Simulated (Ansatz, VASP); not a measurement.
## CuGePSe in two plane-wave programs

Wanted: the spread between two codes on one cell, functional and k mesh. Valence electrons are named where the data sets of a main pair hold unlike numbers.

Main program and level: Ansatz 0.2.0; plane waves, with VASP 6.6.1 beside it; single point at LDA, single point at PBE and single point at RPBE.

**1. Set-up**

The cell holds 8 atoms: 2 Ge, 2 P, 2 Cu and 2 Se. Cell: a = 3.908 Å, b = 3.908 Å, c = 25.342 Å, α = 90.0°, β = 90.0°, γ = 120.0°. It derives from CuGePSe. The (0 0 1) slab of CuGePSe, cut from the database cell (so at first; earlier steps may have moved the atoms). Vacuum lies along c.

**2. Ansatz: single point, LDA**

Ansatz runs on its default PAW (the set named soft_2) files.

A single point gives forces, pressure and levels at one fixed geometry, so differences don't come from the geometry; what else differs is listed under the comparison.

Contents of input.yaml:

```yaml
crystal:
  lattice:
    - [3.9076160419, 0.0, 0.0]
    - [-1.953808021, 3.3840947606, 0.0]
    - [0.0, 0.0, 25.3416781228]
  atoms:
    - { symbol: Ge, position: [0.33333333, 0.66666667, 0.29595514] }
    - { symbol: Ge, position: [0.0, 0.0, 0.54724779] }
    - { symbol: P, position: [0.66666667, 0.33333333, 0.33352138] }
    - { symbol: P, position: [0.33333333, 0.66666667, 0.58481403] }
    - { symbol: Cu, position: [0.66666667, 0.33333333, 0.42171681] }
    - { symbol: Cu, position: [0.33333333, 0.66666667, 0.67300946] }
    - { symbol: Se, position: [0.0, 0.0, 0.45275221] }
    - { symbol: Se, position: [0.66666667, 0.33333333, 0.70404486] }
hamiltonian:
  xc: lda
  pseudopotentials: { kind: paw }
kpoints:
  mp_grid: { grid: [9, 9, 1] }
scf:
  occupations: { method: gaussian, width: 0.4 }
  n_extra_bands: 6
efield:
  axis: 3
  dipole_correction: true
  ramp_width: 0.04
output:
  forces: true
  eigenvalues: true
  write_density: true
  write_potential: true
  elf: true
  volumetric_format: npy
```

Run with:

```console
$ ansatz run input.yaml --threads 4 --pin off --max-ram 9216MiB --backend cpu --events-out ev --progress --plain --runs-dir out
```

Numbers of over 12 decimals in the logs are rounded to 6 here.

Output:

```text
scf.n_extra_bands = 6 over 54 filled bands (N_el = 108.0): the run solves 60 bands
Engine: ansatz 0.2.0, x86_64-unknown-linux-gnu
Pseudopotentials: kind: paw
Pseudopotential: Ge, paw, valence charge 14, recommended cutoff 420 eV (normal), Ge.paw.azcp
Pseudopotential: P, paw, valence charge 5, recommended cutoff 420 eV (normal), P.paw.azcp
Pseudopotential: Cu, paw, valence charge 19, recommended cutoff 420 eV (normal), Cu.paw.azcp
Pseudopotential: Se, paw, valence charge 16, recommended cutoff 420 eV (normal), Se.paw.azcp
Functional definition: SPW92
  exchange = slater_x
  correlation = pw_c
Crystal: 8 atoms, lattice volume = 335.112 Å³
Basis set: ecut = 420 eV, 6589 PW (Γ)
Bands: 60, of which v1, the nominal top of the filled ones, is band 54 counted from 1 (53 counted from 0)
Symmetry: 6 space group operations
Space group: P3m1 (ITA 156), of the structure as read, at distance tolerance 6.9e-5 Å
k-points: 12 of 81 (time reversal used)
Non-local potential: Ge, projectors of the file, l = 0: 2, l = 1: 2, l = 2: 3, l = 3: 1
Non-local potential: P, projectors of the file, l = 0: 2, l = 1: 2, l = 2: 2
Non-local potential: Cu, projectors of the file, l = 0: 3, l = 1: 2, l = 2: 3, l = 3: 1
Non-local potential: Se, projectors of the file, l = 0: 2, l = 1: 2, l = 2: 3, l = 3: 1
PAW form: soft (Blöchl's): semilocal exchange-correlation on the pseudo side does not see the compensation charge
PAW frozen core: Ge, regenerated for the run's functional, and the local potential with it (the file was generated under x = pbe(κ = 0.804, μ = 0.219515), c = pbe(β = 0.066725))
PAW frozen core: P, regenerated for the run's functional, and the local potential with it (the file was generated under x = pbe(κ = 0.804, μ = 0.219515), c = pbe(β = 0.066725))
PAW frozen core: Cu, regenerated for the run's functional, and the local potential with it (the file was generated under x = pbe(κ = 0.804, μ = 0.219515), c = pbe(β = 0.066725))
PAW frozen core: Se, regenerated for the run's functional, and the local potential with it (the file was generated under x = pbe(κ = 0.804, μ = 0.219515), c = pbe(β = 0.066725))
PAW one-centre angular grid: Ge, 590 points (default); XC on 64 Gauss nodes
PAW one-centre angular grid: P, 110 points (default); XC on 64 Gauss nodes
PAW one-centre angular grid: Cu, 590 points (default); XC on 64 Gauss nodes
PAW one-centre angular grid: Se, 590 points (default); XC on 64 Gauss nodes
Initial density: superposition of atomic densities (neutral atoms: chi_scale 0, normalization atom), corrected by the library's trained network
Initial wavefunctions: pseudopotential atomic-orbital guess
Functional: x = slater, c = lda
SCF iter   1: F=—  HF=-33760.888597 eV  |F-HF|=—  |Δ(HF+E_count)|=         —  Δρ=7.07e-3  dr2=2.87e-1  ethr=1.77e-3  p=-0.097 e·Å  D=-5.23e-2 V/Å  ΔV_dip=1.33 eV  dr2_dipole=1.46e-1  V_vac-E_F(+/−)=6.15/4.83 eV  ⟨swp⟩=7.2  Hψ=2868  notcnv=0
efield: sawtooth ramp at fractional position 0.9800 (placed from the atoms, in the widest stretch of the axis that holds none; the zero of the levels goes with the place), width 0.0400; the density the first Hamiltonian is built on has a dipole p = -0.097 e·Å; the dipole correction subtracts the counter field D = -5.23e-2 V/Å, which shifts the + side's vacuum level by +1.33 eV against the − side's; the planar-averaged density in the ramp window peaks in size at 2.3e-5 e/Å³
preconditioner: auto → LDOS  [metal: Δε(μ)=0.016 eV  Ē_g=6.818 eV  σ=0.400 eV  W_gap=0.02  n_scr=84 (ndim 8)  ℏωp=14.6 eV  f_vac=0.476  D(μ)=4.50/eV (n_scr^D=12)  β→1.0]
SCF iter   2: F=—  HF=-33760.889260 eV  |F-HF|=—  |Δ(HF+E_count)|=   6.63e-4  Δρ=7.91e-3  dr2=1.25e-1  ethr=2.66e-4  p=-0.092 e·Å  D=-4.97e-2 V/Å  ΔV_dip=1.26 eV  dr2_dipole=3.56e-3  V_vac-E_F(+/−)=6.13/4.87 eV  ⟨swp⟩=2.0  Hψ=1499  notcnv=0
SCF iter   3: F=—  HF=-33760.862616 eV  |F-HF|=—  |Δ(HF+E_count)|=   2.66e-2  Δρ=3.54e-3  dr2=3.31e-2  ethr=1.16e-4  p=-0.093 e·Å  D=-5.02e-2 V/Å  ΔV_dip=1.27 eV  dr2_dipole=7.76e-3  V_vac-E_F(+/−)=6.11/4.83 eV  ⟨swp⟩=2.1  Hψ=1372  notcnv=0
SCF iter   4: F=—  HF=-33760.858536 eV  |F-HF|=—  |Δ(HF+E_count)|=   4.08e-3  Δρ=1.39e-3  dr2=7.15e-3  ethr=3.07e-5  p=-0.092 e·Å  D=-4.96e-2 V/Å  ΔV_dip=1.26 eV  dr2_dipole=2.94e-3  V_vac-E_F(+/−)=6.10/4.84 eV  ⟨swp⟩=2.0  Hψ=896  notcnv=0
SCF iter   5: F=—  HF=-33760.857770 eV  |F-HF|=—  |Δ(HF+E_count)|=   7.66e-4  Δρ=6.34e-4  dr2=1.23e-3  ethr=6.62e-6  p=-0.091 e·Å  D=-4.92e-2 V/Å  ΔV_dip=1.25 eV  dr2_dipole=9.00e-5  V_vac-E_F(+/−)=6.09/4.85 eV  ⟨swp⟩=2.0  Hψ=908  notcnv=0
SCF iter   6: F=—  HF=-33760.857631 eV  |F-HF|=—  |Δ(HF+E_count)|=   1.40e-4  Δρ=2.00e-4  dr2=1.75e-4  ethr=1.14e-6  p=-0.091 e·Å  D=-4.89e-2 V/Å  ΔV_dip=1.24 eV  dr2_dipole=2.91e-5  V_vac-E_F(+/−)=6.09/4.85 eV  ⟨swp⟩=2.0  Hψ=987  notcnv=0
SCF iter   7: F=—  HF=-33760.857624 eV  |F-HF|=—  |Δ(HF+E_count)|=   6.81e-6  Δρ=3.66e-5  dr2=1.17e-5  ethr=1.62e-7  p=-0.090 e·Å  D=-4.88e-2 V/Å  ΔV_dip=1.24 eV  dr2_dipole=1.81e-6  V_vac-E_F(+/−)=6.09/4.85 eV  ⟨swp⟩=2.0  Hψ=1048  notcnv=0
SCF iter   8: F=—  HF=-33760.857662 eV  |F-HF|=—  |Δ(HF+E_count)|=   3.84e-5  Δρ=2.60e-5  dr2=2.57e-6  ethr=1.08e-8  p=-0.090 e·Å  D=-4.88e-2 V/Å  ΔV_dip=1.24 eV  dr2_dipole=1.30e-7  V_vac-E_F(+/−)=6.09/4.85 eV  ⟨swp⟩=2.0  Hψ=940  notcnv=0
SCF iter   9: F=—  HF=-33760.857664 eV  |F-HF|=—  |Δ(HF+E_count)|=   1.77e-6  Δρ=9.41e-6  dr2=3.99e-7  ethr=2.38e-9  p=-0.090 e·Å  D=-4.88e-2 V/Å  ΔV_dip=1.24 eV  dr2_dipole=1.13e-8  V_vac-E_F(+/−)=6.09/4.85 eV  ⟨swp⟩=2.0  Hψ=908  notcnv=0
SCF iter  10: F=—  HF=-33760.857664 eV  |F-HF|=—  |Δ(HF+E_count)|=   4.90e-8  Δρ=5.72e-6  dr2=1.17e-7  ethr=9.26e-11  p=-0.090 e·Å  D=-4.88e-2 V/Å  ΔV_dip=1.24 eV  dr2_dipole=4.49e-9  V_vac-E_F(+/−)=6.09/4.85 eV  ⟨swp⟩=13.0  Hψ=5952  notcnv=0
SCF iter  11: F=-33760.857664 eV  HF=-33760.857664 eV  |F-HF|=3.41e-9  |Δ(HF+E_count)|=   3.46e-8  Δρ=1.80e-6  dr2=1.13e-8  ethr=9.26e-11  p=-0.090 e·Å  D=-4.88e-2 V/Å  ΔV_dip=1.24 eV  dr2_dipole=2.25e-11  V_vac-E_F(+/−)=6.09/4.85 eV  ⟨swp⟩=9.0  Hψ=4992  notcnv=0
SCF 1 converged in 11 iterations: F = -33760.857664 eV  dr2 = 1.13e-8
  greatest PAW one-centre occupation: 1.000 electrons in one spin orbital (limit 2), on the Cu atom at site 4 (counted from 0), in its partial waves of l = 0
WARN: The output density's exchange-correlation potential varies sharply where the density is thin. Do not read a vacuum level from v_tot or v_xc, or from such a field of the output density. On a cell that repeats whose density bears no net charge and no dipole along the vacuum's axis use v_es (v_loc + v_h of the components); under efield.dipole_correction with no amplitude use v_es + v_field, which holds any externa [...]
SCF converged after 11 iterations
Free energy (F): -33760.857664 eV
Harris-Foulkes:  -33760.857664 eV  (|F-HF|=3.41e-9)
Internal energy: -33760.497524 eV  (E = F + TS)
E sigma→0 (E₀):  -33760.677594 eV
Entropy (-TS):   -0.360140 eV (-45.017 meV/atom)
Fermi energy:    1.279644 eV
Dipole field:    D = -0.048773 V/Å  (p = -0.090325 e·Å, saw-weighted, corrected)
Work function:   Φ+ = 6.0872 eV   Φ− = 4.8512 eV
Levels:          The Fermi level and band energies are counted from a zero that moves with the ramp; work functions are not
--- Per-component energies (eV) ---
  E_band       = -2834.713629
  E_kinetic    = 1194.020321
  E_local      = -109790.241843  (includes V_loc(G=0)·N_el)
  E_nonlocal   = 522.905937
  E_hartree    = 53516.583248
  E_xc         = -652.523645
  E_vxc        = -672.764324  (∫ρ·V_xc dr)
  E_paw        = -11801.161150  (= ΣΔE_a)
  E_vpaw       = -1123.909521  (= ΣTr[D̂ρ^β])
  E_aug_tail   = -0.000095  (compensation charges beyond the density's cutoff)
  E_efield     = 0.002203  (sawtooth field / dipole correction)
  E_vefield    = 2.111852  (∫n·V_field dr)
  E_ewald      = 33240.532099
  E_core_change = 9.385400  (= ΣΔE_core)
  E_smearing   = -0.360140  (= −TS)
  E_closure    = -0.000000  (closes the sum)
  Σ components = -33760.857664   (vs F -33760.857664, Δ=0.00e0)
--- Forces (eV/Å), atoms counted from 1 ---
  atom   1  Ge    -0.00000000    -0.00000000    -0.20034596
  atom   2  Ge     0.00000000     0.00000000     0.20052956
  atom   3  P     -0.00000000    -0.00000000     0.57820560
  atom   4  P     -0.00000000    -0.00000000     0.22143666
  atom   5  Cu     0.00000000     0.00000000     0.20586542
  atom   6  Cu     0.00000000    -0.00000000     0.21644971
  atom   7  Se     0.00000000     0.00000000    -0.54522746
  atom   8  Se     0.00000000     0.00000000    -0.67681383
  max |Σ_I F_I| component: 9.97e-5 eV/Å
--- Band table (eV; the first three rows and the last of 12) ---
  k-point 0: bands = [... 50 lower, 1.2929, 1.3820, 1.3820, 1.6255, 2.1073, 2.1073, 2.2419, 3.8342, ... 2 higher]
  k-point 1: bands = [... 50 lower, 1.0695, 1.2451, 1.3847, 1.8689, 1.9237, 2.0517, 2.5889, 3.7589, ... 2 higher]
  k-point 2: bands = [... 50 lower, 0.3701, 0.8892, 1.0176, 1.4939, 1.6167, 2.2591, 2.7384, 3.8583, ... 2 higher]
  k-point 11: bands = [... 50 lower, -0.5130, -0.1852, -0.0250, 0.6905, 0.8673, 2.8455, 4.2497, 4.6392, ... 2 higher]
```

Run time: 4.9 s. Hardware: 4 threads of Intel Xeon 6975P-C (Granite Rapids), shared host; peak memory 0.94 GiB.

The column dr2 measures how far the density is from self-consistency, as an energy; F and HF (Harris–Foulkes) agree once it is small.

(Continued in part 2 of 3.)

[Lines on the potential files, build, host, timing and source positions are cut from VASP's logs without a mark.]

[Logs are printed without paths, hosts, clocks, repeated set-up lines and the standing remarks that a program may print on its own settings, such as how far it seeks lower states.]

[Hosts, paths, dates, database ids (printed as entryN), source tags and the programs' standing remarks are cut or masked in the printed files.]
